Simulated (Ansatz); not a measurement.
# Ta2H3: a trial structure relaxed, part 2 of 2

Where does this trial cell of Ta2H3 go when cell and atoms are let free?

Ansatz 0.2.0; DFT PBE, scalar-relativistic, plane waves, PAW.

## (4) Another rough relaxation

The end of the coarse run is made exact in the group found at a tolerance of 0.06 Å and reduced to its primitive cell.

Input file input.yaml:

```yaml
crystal:
  lattice:
    - [3.5718973333, 0.0, 0.0]
    - [0.0, 3.5718973333, 0.0]
    - [0.0, 0.0, 3.5718973333]
  atoms:
    - { symbol: Ta, position: [0.5, 0.5, 0.5] }
    - { symbol: Ta, position: [0.0, 0.0, 0.0] }
    - { symbol: H, position: [0.5, 0.0, 0.0] }
    - { symbol: H, position: [0.0, 0.5, 0.0] }
    - { symbol: H, position: [0.0, 0.0, 0.5] }
basis:
  ecutwfc: 420
kpoints:
  mp_grid: { grid: [6, 6, 6] }
hamiltonian:
  xc: pbe
scf:
  occupations: { method: gaussian, width: 0.1 }
  lower_state_search: "off"
output:
  forces: true
  stress: true
  eigenvalues: true
relax:
  adjacent_minimum: "off"
  f_tol: 0.04
  max_steps: 70
  cell: { stress_tol: 0.4 }
```

The run is started by

```sh
$ ansatz run input.yaml --threads 1 --pin off --max-ram 2560MiB --backend cpu --events-out ev --progress --plain --runs-dir out
```

The program printed, cut to the lines that bear on the results:

```text
[...]
relax step   2: F+E_penalty+E_count = -19910.55400522 eV  Δ(F+E_penalty+E_count) = -1.128e-10 eV  max|allowed force component| = 1.315e-29 eV/Å  Δτ_max = 0.0000 Å  P = -0.379 GPa  Ω = 45.572 Å³  stress off target by 3.79e-1 GPa  SCF on the basis re-selected at this cell (its energy is not [...]
SCF converged after 7 iterations
Free energy (F): -19910.554005 eV
[...]
E sigma→0 (E₀):  -19910.548808 eV
[...]
  F+E_penalty+E_count = -19910.55400522 eV   max|allowed force component| = 1.315e-29 eV/Å   (the final SCF, on the basis selected at the relaxed cell)
  cell:  # Å, volume = 45.5719 Å³
    - [3.5718973333, 0.0, 0.0]
    - [0.0, 3.5718973333, 0.0]
    - [0.0, 0.0, 3.5718973333]
  atoms:
    - { symbol: Ta, position: [0.5, 0.5, 0.5] }
    - { symbol: Ta, position: [0.0, 0.0, 0.0] }
    - { symbol: H, position: [0.5, 0.0, 0.0] }
    - { symbol: H, position: [0.0, 0.5, 0.0] }
    - { symbol: H, position: [0.0, 0.0, 0.5] }
```

It took 2.4 s on 1 thread of Arm Neoverse V1, shared host; peak memory 0.29 GiB.

## (5) Relaxation on the finer mesh

The end of the coarse run is made exact in the group found at a tolerance of 0.06 Å and reduced to its primitive cell.

input.yaml, as its differences from that of step 4:

```diff
@@ -14,3 +14,3 @@
 kpoints:
-  mp_grid: { grid: [6, 6, 6] }
+  mp_grid: { grid: [10, 10, 10] }
 hamiltonian:
@@ -19,3 +19,2 @@
   occupations: { method: gaussian, width: 0.1 }
-  lower_state_search: "off"
 output:
@@ -24,6 +23,10 @@
   eigenvalues: true
+  write_density: true
+  write_potential: true
+  elf: true
+  volumetric_format: npy
 relax:
   adjacent_minimum: "off"
-  f_tol: 0.04
-  max_steps: 70
-  cell: { stress_tol: 0.4 }
+  f_tol: 0.01
+  max_steps: 80
+  cell: { stress_tol: 0.05 }
```

The run is started by

```sh
$ ansatz run input.yaml --threads 1 --pin off --max-ram 2560MiB --backend cpu --events-out ev --progress --plain --runs-dir out
```

The program printed:

```text
Warning: RAYON_NUM_THREADS=1 ignored (pool sized by the plan → 1); use --threads N
[... 9 set-up lines as earlier in the session ...]
Crystal: 5 atoms, lattice volume = 45.572 Å³
Basis set: ecut = 420 eV, 895 PW (Γ), exchange–correlation on 48×48×48 points (8 copies of the dense FFT grid, shifted against one another)
Bands: 20, of which v1, the nominal top of the filled ones, is band 15 counted from 1 (14 counted from 0)
[... 1 set-up line as earlier in the session ...]
Space group: Pm-3m (ITA 221), of the structure as read, at distance tolerance 3.6e-5 Å
k-points: 56 of 1000
[... 8 set-up lines as earlier in the session ...]
SCF iter   1: F=—  HF=-19910.540836 eV  |F-HF|=—  |Δ(HF+E_count)|=         —  Δρ=8.99e-3  dr2=1.16e-2  ethr=1.77e-3  ⟨swp⟩=5.4  Hψ=4981  notcnv=0
preconditioner: auto → Kerker (q_TF=auto, 2.530 Å⁻¹)  [metal: Δε(μ)=0.016 eV  Ē_g=6.661 eV  σ=0.100 eV  W_gap=0.09  n_scr=18 (ndim 8)  ℏωp=19.8 eV  f_vac=0.000  D(μ)=2.20/eV (n_scr^D=18)]
SCF iter   2: F=—  HF=-19910.541260 eV  |F-HF|=—  |Δ(HF+E_count)|=   4.24e-4  Δρ=5.22e-3  dr2=3.81e-3  ethr=4.00e-5  ⟨swp⟩=1.5  Hψ=1655  notcnv=0
SCF iter   3: F=—  HF=-19910.541598 eV  |F-HF|=—  |Δ(HF+E_count)|=   3.38e-4  Δρ=4.58e-4  dr2=8.87e-5  ethr=1.31e-5  ⟨swp⟩=1.0  Hψ=1102  notcnv=0
SCF iter   4: F=—  HF=-19910.541819 eV  |F-HF|=—  |Δ(HF+E_count)|=   2.22e-4  Δρ=1.10e-4  dr2=6.93e-6  ethr=3.06e-7  ⟨swp⟩=2.6  Hψ=1670  notcnv=0
SCF iter   5: F=—  HF=-19910.541819 eV  |F-HF|=—  |Δ(HF+E_count)|=   2.60e-7  Δρ=2.71e-5  dr2=2.57e-7  ethr=2.39e-8  ⟨swp⟩=1.9  Hψ=1188  notcnv=0
SCF iter   6: F=-19910.541819 eV  HF=-19910.541819 eV  |F-HF|=3.40e-9  |Δ(HF+E_count)|=   1.80e-8  Δρ=4.83e-6  dr2=1.04e-8  ethr=3.45e-10  ⟨swp⟩=10.3  Hψ=6677  notcnv=0
SCF 1 converged in 6 iterations: F = -19910.541819 eV  dr2 = 1.04e-8
relax step   1: F+E_penalty+E_count = -19910.54181910 eV  Δ(F+E_penalty+E_count) = +0.000e0 eV  max|allowed force component| = 3.510e-30 eV/Å  Δτ_max = 0.0000 Å  P = -0.058 GPa  Ω = 45.572 Å³  (6 SCF iters, dr2 threshold 1.00e-7 eV, accepted)
Crystal: 5 atoms, lattice volume = 45.536 Å³
[... 2 set-up lines as earlier in the session ...]
iter 1 solved again at ethr=2.21e-8 eV; its pass at ethr=3.10e-3 eV (dr2=6.42e-6 eV) is discarded
SCF iter   1: F=—  HF=-19910.541646 eV  |F-HF|=—  |Δ(HF+E_count)|=         —  Δρ=8.25e-5  dr2=6.14e-6  ethr=2.21e-8  ⟨swp⟩=2.0  Hψ=5891  notcnv=0
preconditioner: auto → Kerker (q_TF=auto, 2.531 Å⁻¹)  [metal: Δε(μ)=0.015 eV  Ē_g=6.669 eV  σ=0.100 eV  W_gap=0.09  n_scr=18 (ndim 8)  ℏωp=19.8 eV  f_vac=0.000  D(μ)=2.20/eV (n_scr^D=18)]
SCF iter   2: F=—  HF=-19910.541858 eV  |F-HF|=—  |Δ(HF+E_count)|=   2.12e-4  Δρ=5.11e-5  dr2=2.20e-6  ethr=2.12e-8  ⟨swp⟩=2.0  Hψ=1351  notcnv=0
SCF iter   3: F=—  HF=-19910.541857 eV  |F-HF|=—  |Δ(HF+E_count)|=   4.34e-7  Δρ=9.18e-6  dr2=1.52e-8  ethr=7.58e-9  ⟨swp⟩=2.1  Hψ=1374  notcnv=0
iter 4 did not close the SCF: its close was put off for the readings that it lacked (scf_convergence_deferred on its scf_iter line)
SCF iter   4: F=-19910.541857 eV  HF=-19910.541857 eV  |F-HF|=1.82e-11  |Δ(HF+E_count)|=   3.71e-9  Δρ=4.45e-6  dr2=4.52e-9  ethr=5.23e-11  ⟨swp⟩=1.6  Hψ=1235  notcnv=0
iter 5 did not close the SCF: its close was put off for the readings that it lacked (scf_convergence_deferred on its scf_iter line)
SCF iter   5: F=-19910.541857 eV  HF=-19910.541857 eV  |F-HF|=8.37e-11  |Δ(HF+E_count)|=   1.60e-9  Δρ=5.44e-7  dr2=1.16e-10  ethr=1.56e-11  ⟨swp⟩=2.2  Hψ=1359  notcnv=0
SCF iter   6: F=-19910.541857 eV  HF=-19910.541857 eV  |F-HF|=1.46e-11  |Δ(HF+E_count)|=  1.09e-11  Δρ=6.05e-8  dr2=8.63e-13  ethr=1.00e-12  ⟨swp⟩=4.6  Hψ=4786  notcnv=0
SCF 2 converged in 6 iterations: F = -19910.541857 eV  dr2 = 8.63e-13
relax step   2: F+E_penalty+E_count = -19910.54185720 eV  Δ(F+E_penalty+E_count) = -3.810e-5 eV  max|allowed force component| = 5.795e-30 eV/Å  Δτ_max = 0.0000 Å  P = +0.082 GPa  Ω = 45.536 Å³  energy of the carried Pulay correction = +4.080e-5 eV  (6 SCF iters, rejected (line search))
Crystal: 5 atoms, lattice volume = 45.557 Å³
iter 1 solved again at ethr=7.15e-9 eV; its pass at ethr=3.10e-3 eV (dr2=2.07e-6 eV) is discarded
SCF iter   1: F=—  HF=-19910.541628 eV  |F-HF|=—  |Δ(HF+E_count)|=         —  Δρ=5.32e-5  dr2=1.96e-6  ethr=7.15e-9  ⟨swp⟩=2.0  Hψ=5885  notcnv=0
preconditioner: auto → Kerker (q_TF=auto, 2.530 Å⁻¹)  [metal: Δε(μ)=0.015 eV  Ē_g=6.666 eV  σ=0.100 eV  W_gap=0.09  n_scr=18 (ndim 8)  ℏωp=19.8 eV  f_vac=0.000  D(μ)=2.20/eV (n_scr^D=18)]
SCF iter   2: F=—  HF=-19910.541839 eV  |F-HF|=—  |Δ(HF+E_count)|=   2.11e-4  Δρ=2.80e-5  dr2=7.53e-7  ethr=6.75e-9  ⟨swp⟩=2.0  Hψ=1564  notcnv=0
SCF iter   3: F=—  HF=-19910.541839 eV  |F-HF|=—  |Δ(HF+E_count)|=   1.41e-7  Δρ=5.12e-6  dr2=7.67e-9  ethr=2.60e-9  ⟨swp⟩=2.0  Hψ=1340  notcnv=0
SCF iter   4: F=—  HF=-19910.541839 eV  |F-HF|=—  |Δ(HF+E_count)|=  2.18e-10  Δρ=1.98e-6  dr2=6.04e-10  ethr=2.64e-11  ⟨swp⟩=2.0  Hψ=1401  notcnv=0
iter 5 did not close the SCF: its close was put off for the readings that it lacked (scf_convergence_deferred on its scf_iter line)
SCF iter   5: F=-19910.541839 eV  HF=-19910.541839 eV  |F-HF|=2.18e-11  |Δ(HF+E_count)|=  5.57e-10  Δρ=2.58e-7  dr2=3.75e-11  ethr=2.08e-12  ⟨swp⟩=2.0  Hψ=1482  notcnv=0
SCF iter   6: F=-19910.541839 eV  HF=-19910.541839 eV  |F-HF|=3.64e-12  |Δ(HF+E_count)|=    0.00e0  Δρ=4.96e-8  dr2=1.61e-12  ethr=1.00e-12  ⟨swp⟩=4.5  Hψ=4508  notcnv=0
SCF 3 converged in 6 iterations: F = -19910.541839 eV  dr2 = 1.61e-12
relax step   3: F+E_penalty+E_count = -19910.54183865 eV  Δ(F+E_penalty+E_count) = -1.955e-5 eV  max|allowed force component| = 5.371e-30 eV/Å  Δτ_max = 0.0000 Å  P = +0.000 GPa  Ω = 45.557 Å³  energy of the carried Pulay correction = +1.688e-5 eV  (6 SCF iters, accepted)
[... 1 set-up line as earlier in the session ...]
iter 1 solved again at ethr=7.93e-8 eV; its pass at ethr=3.10e-3 eV (dr2=2.30e-5 eV) is discarded
SCF iter   1: F=—  HF=-19910.541611 eV  |F-HF|=—  |Δ(HF+E_count)|=         —  Δρ=9.96e-6  dr2=1.85e-8  ethr=7.93e-8  ⟨swp⟩=3.6  Hψ=7858  notcnv=0
SCF iter   2: F=—  HF=-19910.541820 eV  |F-HF|=—  |Δ(HF+E_count)|=   2.10e-4  Δρ=4.04e-6  dr2=2.77e-9  ethr=6.36e-11  ⟨swp⟩=3.0  Hψ=2238  notcnv=0
SCF iter   3: F=—  HF=-19910.541820 eV  |F-HF|=—  |Δ(HF+E_count)|=   1.26e-9  Δρ=2.82e-6  dr2=1.39e-9  ethr=9.54e-12  ⟨swp⟩=1.0  Hψ=1120  notcnv=0
SCF iter   4: F=—  HF=-19910.541820 eV  |F-HF|=—  |Δ(HF+E_count)|=   1.07e-9  Δρ=9.24e-7  dr2=1.83e-10  ethr=4.78e-12  ⟨swp⟩=1.9  Hψ=1352  notcnv=0
SCF iter   5: F=—  HF=-19910.541820 eV  |F-HF|=—  |Δ(HF+E_count)|=  1.46e-11  Δρ=8.37e-7  dr2=1.36e-10  ethr=1.00e-12  ⟨swp⟩=1.0  Hψ=1120  notcnv=0
iter 6 did not close the SCF: its close was put off for the readings that it lacked (scf_convergence_deferred on its scf_iter line)
SCF iter   6: F=-19910.541820 eV  HF=-19910.541820 eV  |F-HF|=1.09e-11  |Δ(HF+E_count)|=  6.18e-11  Δρ=4.16e-7  dr2=3.16e-11  ethr=1.00e-12  ⟨swp⟩=1.0  Hψ=1120  notcnv=0
iter 7 did not close the SCF: its close was put off for the readings that it lacked (scf_convergence_deferred on its scf_iter line)
SCF iter   7: F=-19910.541820 eV  HF=-19910.541820 eV  |F-HF|=3.64e-12  |Δ(HF+E_count)|=  2.18e-11  Δρ=1.82e-7  dr2=6.35e-12  ethr=1.00e-12  ⟨swp⟩=1.0  Hψ=1120  notcnv=0
iter 8 did not close the SCF: its close was put off for the readings that it lacked (scf_convergence_deferred on its scf_iter line)
SCF iter   8: F=-19910.541820 eV  HF=-19910.541820 eV  |F-HF|=1.09e-11  |Δ(HF+E_count)|=  7.28e-12  Δρ=8.67e-8  dr2=1.39e-12  ethr=1.00e-12  ⟨swp⟩=1.0  Hψ=1120  notcnv=0
iter 9 did not close the SCF: its close was put off for the readings that it lacked (scf_convergence_deferred on its scf_iter line)
SCF iter   9: F=-19910.541820 eV  HF=-19910.541820 eV  |F-HF|=7.28e-12  |Δ(HF+E_count)|=  3.64e-12  Δρ=1.16e-8  dr2=2.37e-14  ethr=1.00e-12  ⟨swp⟩=1.0  Hψ=1120  notcnv=0
SCF iter  10: F=-19910.541820 eV  HF=-19910.541820 eV  |F-HF|=0.00e0  |Δ(HF+E_count)|=  3.64e-12  Δρ=4.62e-10  dr2=8.92e-17  ethr=1.00e-12  ⟨swp⟩=2.9  Hψ=3348  notcnv=0
SCF 4 converged in 10 iterations: F = -19910.541820 eV  dr2 = 8.92e-17
relax step   4: F+E_penalty+E_count = -19910.54182043 eV  Δ(F+E_penalty+E_count) = +1.822e-5 eV  max|allowed force component| = 1.040e-29 eV/Å  Δτ_max = 0.0000 Å  P = -0.000 GPa  Ω = 45.557 Å³  stress off target by 2.74e-4 GPa  SCF on the basis re-selected at this cell (its energy is not comparable with the rows above)  (10 SCF iters)
basis re-selected at this cell: Δ(F+E_penalty+E_count) = +1.822e-5 eV, ΔP = -0.000 GPa vs the last step (what re-selecting the basis moved, of the pressure what is left beyond the Pulay correction that the steps carried, after the strain that the cell walked since its last selection, with what the two solves' SCF thresholds leave and, on support functions, any second-order correction that the steps lacked; it is no measure of the basis error at this ecutwfc). This SCF's stress stands 2.74e-4 GPa from its target on what of the cell is left free (relax.cell.stress_tol is 5.00e-2 GPa) and its largest allowed force component is 1.04e-29 eV/Å (relax.f_tol is 1.00e-2 eV/Å): within both
SCF converged after 10 iterations
Free energy (F): -19910.541820 eV
Harris-Foulkes:  -19910.541820 eV  (|F-HF|=0.00e0)
Internal energy: -19910.530824 eV  (E = F + TS)
E sigma→0 (E₀):  -19910.536322 eV
Entropy (-TS):   -0.010997 eV (-2.199 meV/atom)
Fermi energy:    16.507555 eV
--- Per-component energies (eV) ---
  E_band       = -274.053972
  E_kinetic    = 776.546586
  E_local      = -1289.054505  (includes V_loc(G=0)·N_el)
  E_nonlocal   = 33.915709
  E_hartree    = 438.934388
  E_xc         = -464.949464
  E_vxc        = -444.517455  (∫ρ·V_xc dr)
  E_paw        = -16795.348644  (= ΣΔE_a)
  E_vpaw       = -228.809836  (= ΣTr[D̂ρ^β])
  E_aug_tail   = -0.003247  (compensation charges beyond the density's cutoff)
  E_ewald      = -2610.571646
  E_smearing   = -0.010997  (= −TS)
  E_closure    = 0.000000  (closes the sum)
  Σ components = -19910.541820   (vs F -19910.541820, Δ=0.00e0)
--- Forces (eV/Å), atoms counted from 1 ---
  atom   1  Ta    -0.00000000    -0.00000000    -0.00000000
  atom   2  Ta    -0.00000000    -0.00000000     0.00000000
  atom   3  H     -0.00000000    -0.00000000    -0.00000000
  atom   4  H      0.00000000     0.00000000     0.00000000
  atom   5  H      0.00000000     0.00000000     0.00000000
  max |Σ_I F_I| component: 1.40e-29 eV/Å
--- Stress (GPa, compression-positive) ---
       -0.000274      -0.000000      -0.000000
       -0.000000      -0.000274      -0.000000
       -0.000000      -0.000000      -0.000274
  P = ⅓ Tr σ = -0.0003 GPa (-0.003 kbar)
--- Band table (eV; the first three rows and the last of 56) ---
  k-point 0: bands = ["-52.3101", "-51.4869", "-18.7926", "-18.7926", "-18.7926", "-18.0480", "-18.0480", "-18.0480", "4.9206", "8.3436", "8.3436", "15.8536", "15.8536", "15.8536", "16.7622", "16.7622", "20.4692", "20.4692", "20.4692", "20.9562"]
  k-point 1: bands = ["-52.3097", "-51.4867", "-18.7966", "-18.7868", "-18.7868", "-18.0697", "-18.0528", "-18.0528", "5.0786", "8.4026", "8.4593", "15.8081", "15.8081", "15.9368", "16.5215", "16.8932", "19.2784", "19.2784", "19.8001", "20.3048"]
  k-point 2: bands = ["-52.3087", "-51.4862", "-18.8066", "-18.7713", "-18.7713", "-18.1268", "-18.0658", "-18.0658", "5.5238", "8.5667", "8.7521", "15.7107", "15.7107", "15.9260", "16.1833", "17.2298", "18.0949", "18.0949", "18.5288", "19.8538"]
  k-point 55: bands = ["-52.3016", "-51.4773", "-18.8059", "-18.8059", "-18.8059", "-18.2599", "-18.2599", "-18.2599", "10.6042", "10.6042", "10.6042", "13.5973", "13.5973", "13.5973", "18.3414", "18.3414", "18.9942", "19.0291", "19.0291", "19.7789"]
--- Relaxed structure (3 steps of the walk, 2 accepted, 1 SCFs on fresh bases) ---
  F+E_penalty+E_count = -19910.54182043 eV   max|allowed force component| = 1.040e-29 eV/Å   (the final SCF, on the basis selected at the relaxed cell)
  cell:  # Å, volume = 45.5570 Å³
    - [3.571508644544749, 0.0, 3.209883240645393e-35]
    - [0.0, 3.571508644544749, 0.0]
    - [3.209883240645393e-35, 0.0, 3.571508644544749]
  atoms:
    - { symbol: Ta, position: [0.49999999999999994, 0.49999999999999994, 0.49999999999999994] }
    - { symbol: Ta, position: [-2.7839854475514455e-48, -3.767319757007691e-49, -1.5324690536980435e-49] }
    - { symbol: H, position: [0.49999999999999994, 3.831172634245104e-50, -1.530157796527782e-49] }
    - { symbol: H, position: [-1.634633657277913e-48, 0.49999999999999994, -1.5324690536980435e-49] }
    - { symbol: H, position: [-4.8443860370421046e-49, 3.805631483350142e-48, 0.49999999999999994] }
```

Wall time 11 s (1 thread of Arm Neoverse V1, shared host); peak memory 0.33 GiB.

Step by step:

| step | E - E(step 1) (eV/cell) | largest force component (eV/Å) | pressure (GPa) | volume (Å³) |
| --- | --- | --- | --- | --- |
| 1 | 0.0000 | 0.0000 | -0.06 | 45.57 |
| 2 | 0.0000 | 0.0000 | 0.08 | 45.54 |
| 3 | 0.0000 | 0.0000 | 0.00 | 45.56 |
| 4 | 0.0000 | 0.0000 | 0.00 | 45.56 |

Step 1 is the start. Step 4 repeats the geometry before it on a plane-wave basis chosen anew for that cell, so its energy need not be comparable with the rows above. Step 2 was tried and not accepted.

|  | before | after | change |
| --- | --- | --- | --- |
| a (Å) | 3.572 | 3.572 | 0.0 % |
| b (Å) | 3.572 | 3.572 | 0.0 % |
| c (Å) | 3.572 | 3.572 | 0.0 % |
| volume (Å³/atom) | 9.11 | 9.11 | 0.0 % |
| shortest distance (Å) | 1.786 | 1.786 | 0.0 % |
| space group (0.01 Å) | Pm-3m | Pm-3m | same |

The run keeps the 48 symmetry operations of the start, so it could not have lowered the symmetry.

Density in a lattice plane of the grid's cell (edges 3.57 and 3.57 Å, at 0.000 of the third edge), which holds Ta and H.

Values in e/Å³, 12 rows by 12 columns:
```
4.17 4.25 2.79 0.92 0.46 0.72 1.04 0.72 0.46 0.92 2.79 4.25
3.40 2.79 1.40 0.51 0.32 0.36 0.41 0.36 0.32 0.51 1.40 2.79
1.16 0.92 0.51 0.30 0.23 0.23 0.23 0.23 0.23 0.30 0.51 0.92
0.55 0.46 0.32 0.23 0.18 0.17 0.16 0.17 0.18 0.23 0.32 0.46
1.08 0.72 0.36 0.23 0.17 0.15 0.14 0.15 0.17 0.23 0.36 0.72
1.93 1.04 0.41 0.23 0.16 0.14 0.14 0.14 0.16 0.23 0.41 1.04
1.08 0.72 0.36 0.23 0.17 0.15 0.14 0.15 0.17 0.23 0.36 0.72
0.55 0.46 0.32 0.23 0.18 0.17 0.16 0.17 0.18 0.23 0.32 0.46
1.16 0.92 0.51 0.30 0.23 0.23 0.23 0.23 0.23 0.30 0.51 0.92
3.40 2.79 1.40 0.51 0.32 0.36 0.41 0.36 0.32 0.51 1.40 2.79
4.17 4.25 2.79 0.92 0.46 0.72 1.04 0.72 0.46 0.92 2.79 4.25
3.07 4.17 3.40 1.16 0.55 1.08 1.93 1.08 0.55 1.16 3.40 4.17
```
Columns run along the first of these edges and rows up along the second, over one cell in 12 and 12 even steps from the bottom left corner. Atoms in the plane (fractional): Ta at (1.00, 1.00), H at (0.50, 1.00), H at (1.00, 0.50).

ELF in the same plane.

Ten even steps from '0' (0.00) to '9' (0.99):
```
124675323699999632357642
456764212689998621246765
666653212467876421235666
555432222456665422223455
332221222344444322212223
222222223333333332222222
444333333333333333333344
887654333332223333345678
999875433322222333457899
999976433322222333467999
999875433322222333457899
887654333332223333345678
444333333333333333333344
222222223333333332222222
332221222344444322212223
555432222456665422223455
666653212467876421235666
456764212689998621246765
124675323699999632357642
003565323799999732356530
```
Columns run along the first of these edges and rows up along the second, over one cell in 24 and 20 even steps from the bottom left corner. Atoms in the plane (fractional): Ta at (1.00, 1.00), H at (0.50, 1.00), H at (1.00, 0.50).

Both are smooth fields of the valence electrons: close to the nuclei they are not physical.

Outside the cores ELF peaks at 0.99 at H.

## (6) Variant: starting moments, ecutwfc 51.4 Ry, f_tol 0.05, max_displacement 0.1, spin_polarized true

Input file input.yaml:

```yaml
crystal:
  lattice:
    - [3.5718973333, 0.0, 0.0]
    - [0.0, 3.5718973333, 0.0]
    - [0.0, 0.0, 3.5718973333]
  atoms:
    - { symbol: Ta, position: [0.5, 0.5, 0.5], spin: 0.2 }
    - { symbol: Ta, position: [0.0, 0.0, 0.0], spin: 0.2 }
    - { symbol: H, position: [0.5, 0.0, 0.0], spin: 0.2 }
    - { symbol: H, position: [0.0, 0.5, 0.0], spin: 0.2 }
    - { symbol: H, position: [0.0, 0.0, 0.5], spin: 0.2 }
basis:
  ecutwfc: "51.4 Ry"
kpoints:
  mp_grid: { grid: [10, 10, 10] }
hamiltonian:
  xc: pbe
scf:
  occupations: { method: gaussian, width: 0.1 }
output:
  forces: true
  eigenvalues: true
  stress: true
relax:
  adjacent_minimum: "off"
  f_tol: 0.05
  max_steps: 80
  cell: { stress_tol: 0.05 }
  max_displacement: 0.1
magnetization:
  spin_polarized: true
```

The run is started by

```sh
$ ansatz run input.yaml --threads 1 --pin off --max-ram 2560MiB --backend cpu --events-out ev --progress --plain --runs-dir out
```

The program printed, cut to the lines that bear on the results:

```text
Warning: RAYON_NUM_THREADS=1 ignored (pool sized by the plan → 1); use --threads N
[...]
[... 4 set-up lines as earlier in the session ...]
[...]
Crystal: 5 atoms, lattice volume = 45.572 Å³
Basis set: ecut = 699.3326265218916 eV, 1935 PW (Γ), exchange–correlation on 64×64×64 points (8 copies of the dense FFT grid, shifted against one another)
[...]
WARN: the starting moments were not kept: the SCF closed with an absolute magnetisation of 6.8e-6 μB, where they sum to 1 μB in size (5 sites). That is at most 0.1 of that sum. Measured as dr2_m measures the in/out step, that magnetisation stands 4.9e-12 eV from none, at or under the [...]
  cell:  # Å, volume = 45.5533 Å³
    - [3.5714113625752804, 6.419766481290786e-35, 0.0]
    - [0.0, 3.5714113625752804, 0.0]
    - [0.0, 0.0, 3.5714113625752804]
  atoms:
    - { symbol: Ta, position: [0.49999999999999994, 0.49999999999999994, 0.49999999999999994] }
    - { symbol: Ta, position: [-1.2042652646977125e-47, -4.749057744532999e-49, -4.852818670043804e-49] }
    - { symbol: H, position: [0.49999999999999994, 9.087400014313465e-50, -1.0216460357986955e-49] }
    - { symbol: H, position: [-3.6779257288753045e-48, 0.49999999999999994, 2.5541150894967383e-50] }
    - { symbol: H, position: [-5.146541905335929e-48, 2.8334714274104446e-49, 0.49999999999999994] }
```

It took 47 s on 1 thread of Arm Neoverse V1, shared host; peak memory 0.46 GiB.

| run | ending | energy change | pressure (GPa) | gap (eV) | force (eV/Å) | cycles | time |
| --- | --- | --- | --- | --- | --- | --- | --- |
| step 5 | converged | 0 | 0.0 | 0.00 | 0.00 | - | 11 s |
| variant | converged | -1.8 meV/atom | 0.0 | 0.00 | 0.00 | - | 47 s |

Changing the spin polarisation, cutoff, convergence setting and walk settings moves the energy by -1.8 meV/atom. The moments died out, so spin adds nothing to this shift.

## (7) What came out

What follows sums up all 2 parts. Changes of volume or cell count from the first structure of part 1.

```
                                                              quantity                                                                      value
                                symmetry at the end (tolerance 0.05 Å)                                                space group Pm-3m (No. 221)
                                                     conventional cell  a = 3.572 Å, b = 3.572 Å, c = 3.572 Å, α = 90.00°, β = 90.00°, γ = 90.00°
                                                                volume                                                               9.11 Å³/atom
energy over the elements (uncorrected; H, N, O, F and Cl as molecules)                                                              +0.32 eV/atom
                                                       gap on the mesh                                                               none (metal)
```

**Reading.** The space group Pm-3m (No. 221) is kept, and the volume per atom shrinks by 28.0 % from the first guess. The formation energy is positive, so the separate elements lie lower. No finished test with a distortion of lower symmetry is shown, so the end may be a saddle point. The runs treat Ta without spin-orbit coupling.
